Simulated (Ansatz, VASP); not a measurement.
## TiAl3 in VASP and in Ansatz

```
CELL_PARAMETERS angstrom
-1.88958 1.88958 4.24111
1.88958 -1.88958 4.24111
1.88958 1.88958 -4.24111
ATOMIC_POSITIONS crystal
Ti 0.00000 0.00000 0.00000
Al 0.50000 0.50000 0.00000
Al 0.75000 0.25000 0.50000
Al 0.25000 0.75000 0.50000
```

Alike in both runs: functional LDA; k mesh 12 × 12 × 12; occupations gaussian, width 0.1 eV; no spin polarisation.

Ansatz relaxed the structure, and its values are those at the end. VASP's run is a single point on that final structure, the one shown.

```csv
,VASP,Ansatz
version,VASP 6.6.1,Ansatz 0.2.0
potentials or method,"VASP PAW LDA potentials, release 64 (Ti_sv, Al)","scalar-relativistic, plane waves, PAW"
plane-wave cutoff (eV),520,420
valence electrons in the cell,21,21
```

```csv
,VASP,Ansatz,Ansatz less VASP
gap on the k mesh at the Fermi level (eV),none,none,-
pressure (GPa),0.2,0.0,-0.19
```

A gap of «none» marks a metal or a gap that the smearing closes. Ansatz warned: «pseudo_functional_mismatch».
